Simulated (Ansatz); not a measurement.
The cell is COD entry 4313206, as deposited and not checked against the literature; nothing was relaxed. The listed cell was then made from it by scaling, straining or moving an atom.

An input for Al: DFT, PBE, PAW with Ansatz's default frozen-core files, scalar-relativistic (Ansatz 0.2.0).

Command: `ansatz run input.yaml --threads 1 --pin off --max-ram 3072MiB --backend cpu --events-out ev --progress --plain --runs-dir out` The run took 2.1 s on 1 thread of Intel(R) Xeon(R) Platinum 8488C (Sapphire Rapids) (shared host), peak memory 0.37 GiB.

```yaml
crystal:
  lattice:
    - [-0.0202398, 2.0138601, 2.0138601]
    - [2.0138601, -0.0202398, 2.0138601]
    - [2.0138601, 2.0138601, -0.0202398]
  atoms:
    - { symbol: Al, position: [0.0, 0.0, 0.0] }
kpoints:
  mp_grid: { grid: [14, 14, 14] }
scf:
  occupations: { method: fermi_dirac, width: 0.05 }
hamiltonian:
  xc: pbe
  pseudopotentials: { kind: paw }
output:
  forces: true
  stress: true
  eigenvalues: true
  efg: { contact_densities: true }
  write_density: true
  write_potential: true
  elf: true
  volumetric_format: npy
```

The results part of the log:

```
SCF 1 converged in 6 iterations: F = -537.496539 eV  dr2 = 8.91e-15
  greatest PAW one-centre occupation: 0.445 electrons in one spin orbital (limit 2), on the Al atom at site 0 (counted from 0), in its partial waves of l = 0
SCF converged after 6 iterations
Free energy (F): -537.496539 eV
Harris-Foulkes:  -537.496539 eV  (|F-HF|=1.14e-13)
Internal energy: -537.491985 eV  (E = F + TS)
E sigma→0 (E₀):  -537.494262 eV
Entropy (-TS):   -0.004553 eV (-4.553 meV/atom)
Fermi energy:    7.863676 eV
--- Per-component energies (eV) ---
  E_band       = 10.463697
  E_kinetic    = 22.703559
  E_local      = 9.831713  (includes V_loc(G=0)·N_el)
  E_nonlocal   = 10.281986
  E_hartree    = 0.103314
  E_xc         = -39.696018
  E_vxc        = -28.911892  (∫ρ·V_xc dr)
  E_paw        = -467.323986  (= ΣΔE_a)
  E_vpaw       = -3.648295  (= ΣTr[D̂ρ^β])
  E_aug_tail   = -0.000002  (compensation charges beyond the density's cutoff)
  E_ewald      = -73.392551
  E_smearing   = -0.004553  (= −TS)
  E_closure    = 0.000000  (closes the sum)
  Σ components = -537.496539   (vs F -537.496539, Δ=0.00e0)
--- Forces (eV/Å), atoms counted from 1 ---
  atom   1  Al     0.00000000     0.00000000     0.00000000
  max |Σ_I F_I| component: 2.25e-34 eV/Å
--- Stress (GPa, compression-positive) ---
       -0.562476      -0.001552      -0.001552
       -0.001552      -0.562476      -0.001552
       -0.001552      -0.001552      -0.562476
  P = ⅓ Tr σ = -0.5625 GPa (-5.625 kbar)
--- PAW observables at the nuclei: V_zz in 10²¹ V/m², potentials from the cell's mean, atoms counted from 1 ---
  atom   1  Al V_zz =    -0.124182   η = 0.0000   by run symmetry: allowed
            electrostatic potential = -1229.388957 V   contact ρ = 10086.766582 e/Å³
--- Band table (eV; the first three rows and the last of 288) ---
  k-point 0: bands = ["-3.2005", "20.2319", "20.2319", "20.6973", "21.7736", "21.7736"]
  k-point 1: bands = ["-3.0633", "18.1745", "19.8108", "20.2053", "22.4027", "22.4924"]
  k-point 2: bands = ["-2.6524", "15.3290", "19.2126", "19.5838", "22.5300", "23.4909"]
  k-point 287: bands = ["3.4059", "3.7043", "19.0113", "19.0113", "19.0905", "19.0905"]
```
